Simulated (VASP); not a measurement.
# InP (Fm-3m) in VASP: a series of runs

Aim: see how the results for InP move with the level of theory and the settings. Levels: PBE, PBEsol. Tasks: single point.

Program: VASP 6.6.1. These are calculated values, not measurements. Logs are shortened: lines on timing, memory, paths and dates and some standing lists are left out, and cuts for length are marked.

## Step 1: The structure

It takes space group Fm-3m (No. 225, cubic). Conventional cell: a = 5.538 Å, b = 5.538 Å, c = 5.538 Å, α = 90.00°, β = 90.00°, γ = 90.00°. In (site symmetry m-3m) has 6 P at 2.77 Å as nearest neighbours. P (site symmetry m-3m) has 6 In at 2.77 Å as nearest neighbours.

Measurements of this composition are mostly on another form, of space group No. 216.

## Step 2: Single point, PBE

INCAR reads:

```
  PREC = Accurate
  ENCUT = 500
  EDIFF = 1E-6
  ISMEAR = 0
  SIGMA = 0.02
  LREAL = False
  LASPH = True
  NELM = 100
  ALGO = Normal
  ISIF = 2
  LWAVE = False
  LCHARG = True
  GGA = PE
  LELF = True
  LVHAR = True
  NBANDS = 16
```

KPOINTS reads:

```
regular mesh
0
Gamma
  4 4 4
```

POSCAR reads:

```
InP
1.0
    0.0000000000      2.7688340000      2.7688340000
    2.7688340000      0.0000000000      2.7688340000
    2.7688340000      2.7688340000      0.0000000000
In P
1 1
Direct
    0.0000000000      0.0000000000      0.0000000000
    0.5000000000      0.5000000000      0.5000000000
```

Potentials or basis: VASP PAW PBE potentials, release 64 (In_d_GW, P_GW).

Run with:

```
> cat potpaw_PBE.64/In_d_GW/POTCAR potpaw_PBE.64/P_GW/POTCAR > POTCAR
> mpirun -np 1 vasp_std > vasp.out
```

OUTCAR:

```text
PREC = Accurate
   ENCUT = 500
   EDIFF = 1E-6
   ISMEAR = 0
   LREAL = False
   LASPH = True
   NELM = 100
   ISIF = 2
   GGA = PE

 ion  position               nearest neighbor table
   1  0.000  0.000  0.000-   2 2.77   2 2.77   2 2.77   2 2.77   2 2.77   2 2.77
   2  0.500  0.500  0.500-   1 2.77   1 2.77   1 2.77   1 2.77   1 2.77   1 2.77

  LATTYP: Found a face centered cubic cell.
 ALAT       =     5.5376680000

  Lattice vectors:

 A1 = (   0.0000000000,   2.7688340000,   2.7688340000)
 A2 = (   2.7688340000,   0.0000000000,   2.7688340000)
 A3 = (   2.7688340000,   2.7688340000,   0.0000000000)

Analysis of symmetry for initial positions (statically):
=====================================================================
 Subroutine PRICEL returns:
 Original cell was already a primitive cell.

 Routine SETGRP: Setting up the symmetry group for a
 face centered cubic supercell.

 Subroutine GETGRP returns: Found 48 space group operations
 (whereof 48 operations were pure point group operations)
 out of a pool of 48 trial point group operations.

The static configuration has the point symmetry O_h .

Analysis of symmetry for dynamics (positions and initial velocities):
=====================================================================
 Subroutine PRICEL returns:
 Original cell was already a primitive cell.

 Routine SETGRP: Setting up the symmetry group for a
 face centered cubic supercell.

 Subroutine GETGRP returns: Found 48 space group operations
 (whereof 48 operations were pure point group operations)
 out of a pool of 48 trial point group operations.

The dynamic configuration has the point symmetry O_h .

 Subroutine INISYM returns: Found 48 space group operations
 (whereof 48 operations are pure point group operations),
 and found     1 'primitive' translations

----------------------------------------------------------------------------------------

                                     Primitive cell

  volume of cell :      42.4542

  direct lattice vectors                    reciprocal lattice vectors
     0.000000000  2.768834000  2.768834000    -0.180581429  0.180581429  0.180581429
     2.768834000  0.000000000  2.768834000     0.180581429 -0.180581429  0.180581429
     2.768834000  2.768834000  0.000000000     0.180581429  0.180581429 -0.180581429

  length of vectors
     3.915722595  3.915722595  3.915722595     0.312776210  0.312776210  0.312776210

[... 62 lines left out ...]
   NELM   =    100;   NELMIN=  2; NELMDL= -5     # of ELM steps
   EDIFF  = 0.1E-05   stopping-criterion for ELM
   LREAL  =      F    real-space projection
   EDIFFG = 0.1E-04   stopping-criterion for IOM
   NSW    =      0    number of steps for IOM
   IBRION =     -1    ionic relax: 0-MD 1-quasi-New 2-CG
   NFREE  =      0    steps in history (QN), initial steepest desc. (CG)
   ISIF   =      2    stress and relaxation
   ISYM   =      2    0-nonsym 1-usesym 2-fastsym
   POTIM  = 0.5000    time-step for ionic-motion
   TEBEG  =    0.0;   TEEND  =   0.0 temperature during run
   PSTRESS=    0.0 pullay stress
   NELECT =      18.0000    total number of electrons
   NUPDOWN=      -1.0000    fix difference up-down
   EMIN   =  10.00;   EMAX   =-10.00  energy-range for DOS
   EFERMI =   0.00;   METHOD = LEGACY
   ISMEAR =     0;   SIGMA  =   0.02  broadening in eV -4-tet -1-fermi 0-gaus
   EFERMI_NEDOS =   21; number of points for ismear=-14 and -15
   IALGO  =     38    algorithm
   IMIX   =      4    mixing-type and parameters
     AMIX     =   0.40;   BMIX     =  1.00
     AMIX_MAG =   1.60;   BMIX_MAG =  1.00
  volume/ion in A,a.u.               =      21.23       143.25
  Fermi-wavevector in a.u.,A,eV,Ry     =   1.229869  2.324115 20.579860  1.512577
  Thomas-Fermi vector in A             =   2.364739
   LORBIT       =      0    0 simple, 1 ext, 2 COOP (PROOUT), +10 PAW based schemes
   GGA     = PE    functional components
   LHFCALC =     F    Hartree Fock is set to
   AEXX    =    0.0000 exact exchange contribution
   IVDW    =     0    specifies the selected vdW correction
   LEPSILON=     F    determine dielectric tensor
   LRPA    =     F    only Hartree local field effects (RPA)
 non-spin polarized calculation
 Gauss-broadening in eV      SIGMA  =   0.02
  energy-cutoff  :      500.00
  volume of cell :       42.45
 maximum number of plane-waves:      1090
 NGX is ok and might be reduce to    30
   NGX = 15   NGY = 15   NGZ = 15

 number of electron      18.0000007 magnetization

 Free energy of the ion-electron system (eV)
  ---------------------------------------------------
  ext. energy  EPLUGINS =         0.00000000
  ---------------------------------------------------
  free energy    TOTEN  =        -7.66205445 eV

  energy without entropy =       -7.66071380  energy(sigma->0) =       -7.66138413

 E-fermi :   5.8136     XC(G=0): -10.4115

 val. band max:        5.8090644684   @ k =   0.5000   0.0000   0.0000
 cond. band min:       6.1121601795   @ k =   0.5000   0.2500   0.0000
 fundamental gap:      0.3030957111
 Fermi energy:         5.8135706279

 k-point     1 :       0.0000    0.0000    0.0000
  band No.  band energies     occupation
      1      -8.8426      2.00000
      2      -8.8426      2.00000
      3      -8.8302      2.00000
      4      -8.8302      2.00000
      5      -8.8302      2.00000
      6      -6.3879      2.00000
[... 129 lines left out ...]
      3      -8.8060      2.00000
      4      -8.8060      2.00000
      5      -8.7197      2.00000
      6      -3.1180      2.00000
[... 8 lines left out ...]
     15      16.9116      0.00000
     16      18.9248      0.00000

------------------------ aborting loop because EDIFF is reached ----------------------------------------

  FORCE on cell =-STRESS in cart. coord.  units (eV):
  Direction    XX          YY          ZZ          XY          YZ          ZX
  --------------------------------------------------------------------------------------
  -------------------------------------------------------------------------------------
  Total        0.0171420      0.0171420      0.0171420     -0.0000000     -0.0000000     -0.0000000
  in kB        0.6469230      0.6469230      0.6469230     -0.0000000     -0.0000000     -0.0000000
  external PRESSURE =       0.6469230 kB  Pullay stress =       0.0000000 kB

 VOLUME and BASIS-vectors are now :
 -----------------------------------------------------------------------------
  energy-cutoff  :      500.00
  volume of cell :       42.45
      direct lattice vectors                 reciprocal lattice vectors
     0.000000000  2.768834000  2.768834000    -0.180581429  0.180581429  0.180581429
     2.768834000  0.000000000  2.768834000     0.180581429 -0.180581429  0.180581429
     2.768834000  2.768834000  0.000000000     0.180581429  0.180581429 -0.180581429

 POSITION                                       TOTAL-FORCE (eV/Angst)
 -----------------------------------------------------------------------------------
      0.00000      0.00000      0.00000         0.000000     -0.000000     -0.000000
      2.76883      2.76883      2.76883        -0.000000      0.000000      0.000000
 -----------------------------------------------------------------------------------
    total drift:                               -0.000000      0.000000      0.000000

  FREE ENERGIE OF THE ION-ELECTRON SYSTEM (eV)
  ---------------------------------------------------
  free  energy   TOTEN  =        -7.6620544545 eV

  energy  without entropy=       -7.6607137968  energy(sigma->0) =       -7.66138413
```

stdout:

```text
POSCAR found type information on POSCAR InP
 POSCAR found :  2 types and       2 ions
 scaLAPACK will be used
 LDA part: xc-table for (Slater+PW92), standard interpolation
 POSCAR, INCAR and KPOINTS ok, starting setup
 FFT: planning ... GRIDC
 FFT: planning ... GRID_SOFT
 FFT: planning ... GRID
 WAVECAR not read
 entering main loop
```

Run time: 9.1 s. Hardware: 1 thread of Intel Xeon 6975P-C (Granite Rapids), shared host; peak memory 0.17 GiB.

What came out:

* Free energy: -7.6621 eV
* Pressure: 0.1 GPa
* Band gap on the k mesh: none (metal or under the smearing width)

Caveat: the k mesh is coarse (spacing up to 0.49 Å⁻¹), so the values aren't converged.

## Step 3: Single point, PBEsol

INCAR reads:

```
SYSTEM = InP
  PREC = Accurate
  ENCUT = 900
  EDIFF = 1E-8
  ISMEAR = 0
  SIGMA = 0.02
  LREAL = .False.
  LASPH = .True.
  NELM = 100
  ALGO = Normal
  ISIF = 2
  LWAVE = .False.
  LCHARG = .False.
  GGA = PS
  ADDGRID = .False.
```

KPOINTS reads:

```
regular mesh
0
Gamma
  9 9 9
  0 0 0
```

POSCAR is that of step 2.

Potentials or basis: VASP PAW PBE potentials, release 64 (In_d, P).

Run with:

```
> cat potpaw_PBE.64/In_d/POTCAR potpaw_PBE.64/P/POTCAR > POTCAR
> mpirun -np 1 vasp_std > vasp.out
```

OUTCAR:

```text
SYSTEM = InP
   PREC = Accurate
   ENCUT = 900
   EDIFF = 1E-8
   ISMEAR = 0
   LREAL = .False.
   LASPH = .True.
   NELM = 100
   ISIF = 2
   GGA = PS

 ion  position               nearest neighbor table
   1  0.000  0.000  0.000-   2 2.77   2 2.77   2 2.77   2 2.77   2 2.77   2 2.77
   2  0.500  0.500  0.500-   1 2.77   1 2.77   1 2.77   1 2.77   1 2.77   1 2.77

  LATTYP: Found a face centered cubic cell.
 ALAT       =     5.5376680000

  Lattice vectors:

 A1 = (   0.0000000000,   2.7688340000,   2.7688340000)
 A2 = (   2.7688340000,   0.0000000000,   2.7688340000)
 A3 = (   2.7688340000,   2.7688340000,   0.0000000000)

Analysis of symmetry for initial positions (statically):
=====================================================================
 Subroutine PRICEL returns:
 Original cell was already a primitive cell.

 Routine SETGRP: Setting up the symmetry group for a
 face centered cubic supercell.

 Subroutine GETGRP returns: Found 48 space group operations
 (whereof 48 operations were pure point group operations)
 out of a pool of 48 trial point group operations.

The static configuration has the point symmetry O_h .

Analysis of symmetry for dynamics (positions and initial velocities):
=====================================================================
[... 178 lines left out ...]
     11      13.9857      0.00000
     12      13.9857      0.00000
     13      13.9857      0.00000
[... 354 lines left out ...]
  band No.  band energies     occupation
      1      -7.5011      2.00000
      2      -7.2226      2.00000
      3      -7.1431      2.00000
      4      -7.0555      2.00000
      5      -7.0555      2.00000
      6      -2.1081      2.00000
      7       2.1303      2.00000
      8       4.5422      2.00000
      9       4.6214      2.00000
     10       4.6214      2.00000
     11      10.7299      0.00000
     12      16.5069      0.00000
     13      16.5212      0.00000

 [... further k-points ...]

------------------------ aborting loop because EDIFF is reached ----------------------------------------

  FORCE on cell =-STRESS in cart. coord.  units (eV):
  Direction    XX          YY          ZZ          XY          YZ          ZX
  --------------------------------------------------------------------------------------
  -------------------------------------------------------------------------------------
  Total       -0.8350663     -0.8350663     -0.8350663      0.0000000     -0.0000000      0.0000000
  in kB      -31.5145276    -31.5145276    -31.5145276      0.0000000     -0.0000000      0.0000000
  external PRESSURE =     -31.5145276 kB  Pullay stress =       0.0000000 kB

 VOLUME and BASIS-vectors are now :
 -----------------------------------------------------------------------------
  energy-cutoff  :      900.00
  volume of cell :       42.45
      direct lattice vectors                 reciprocal lattice vectors
     0.000000000  2.768834000  2.768834000    -0.180581429  0.180581429  0.180581429
     2.768834000  0.000000000  2.768834000     0.180581429 -0.180581429  0.180581429
     2.768834000  2.768834000  0.000000000     0.180581429  0.180581429 -0.180581429

 POSITION                                       TOTAL-FORCE (eV/Angst)
 -----------------------------------------------------------------------------------
      0.00000      0.00000      0.00000        -0.000000     -0.000000      0.000000
      2.76883      2.76883      2.76883         0.000000      0.000000     -0.000000
 -----------------------------------------------------------------------------------
    total drift:                                0.000000     -0.000000     -0.000000

  FREE ENERGIE OF THE ION-ELECTRON SYSTEM (eV)
  ---------------------------------------------------
  free  energy   TOTEN  =        -8.7895556769 eV

  energy  without entropy=       -8.7892808131  energy(sigma->0) =       -8.78941825
```

OSZICAR:

```text
N       E                     dE             d eps       ncg     rms          rms(c)
DAV:   1     0.130677354624E+03    0.13068E+03   -0.11951E+04   910   0.238E+03
DAV:   2     0.577282692671E+00   -0.13010E+03   -0.12626E+03   935   0.430E+02
DAV:   3    -0.881095751243E+01   -0.93882E+01   -0.92265E+01  1215   0.103E+02
DAV:   4    -0.905574836393E+01   -0.24479E+00   -0.24425E+00  1059   0.162E+01
DAV:   5    -0.906643135997E+01   -0.10683E-01   -0.10682E-01  1403   0.330E+00    0.455E+00
DAV:   6    -0.880236384618E+01    0.26407E+00   -0.58364E-01  1272   0.153E+01    0.258E+00
DAV:   7    -0.879204436402E+01    0.10319E-01   -0.70542E-02  1292   0.288E+00    0.106E+00
DAV:   8    -0.878966332018E+01    0.23810E-02   -0.54603E-03  1131   0.105E+00    0.177E-01
DAV:   9    -0.878954634237E+01    0.11698E-03   -0.53588E-04  1392   0.406E-01    0.776E-02
DAV:  10    -0.878955362262E+01   -0.72802E-05   -0.33583E-05  1010   0.544E-02    0.393E-02
DAV:  11    -0.878955563714E+01   -0.20145E-05   -0.66259E-06  1126   0.326E-02    0.452E-03
DAV:  12    -0.878955573160E+01   -0.94465E-07   -0.50778E-07  1163   0.105E-02    0.318E-03
DAV:  13    -0.878955570629E+01    0.25312E-07   -0.24697E-08   983   0.134E-03    0.185E-03
DAV:  14    -0.878955567869E+01    0.27604E-07   -0.22624E-08   909   0.221E-03    0.190E-04
DAV:  15    -0.878955567694E+01    0.17494E-08   -0.16971E-09   520   0.490E-04
   1 F= -.87895557E+01 E0= -.87894182E+01  d E =-.274864E-03
```

stdout:

```text
POSCAR found type information on POSCAR InP
 POSCAR found :  2 types and       2 ions
 scaLAPACK will be used
 -----------------------------------------------------------------------------
|                                                                             |
|                                                                             |
|     You enforced a specific xc type in the INCAR file but a different       |
|     I HOPE YOU KNOW WHAT YOU ARE DOING!                                     |
|                                                                             |
 -----------------------------------------------------------------------------

 LDA part: xc-table for (Slater+PW92), standard interpolation
 POSCAR, INCAR and KPOINTS ok, starting setup
 FFT: planning ... GRIDC
 FFT: planning ... GRID_SOFT
 FFT: planning ... GRID
 WAVECAR not read
 entering main loop
```

Run time: 18 s. Hardware: 1 thread of Intel Xeon 6975P-C (Granite Rapids), shared host; peak memory 0.26 GiB.

What came out:

| Quantity | Value |
| --- | --- |
| Free energy | -8.7896 eV |
| Pressure | -3.2 GPa |
| Band gap on the k mesh | none (metal or under the smearing width) |

Caveat: the PAW data sets were made with another functional, which shifts forces and pressure a little.

[end of part 1 of 2]
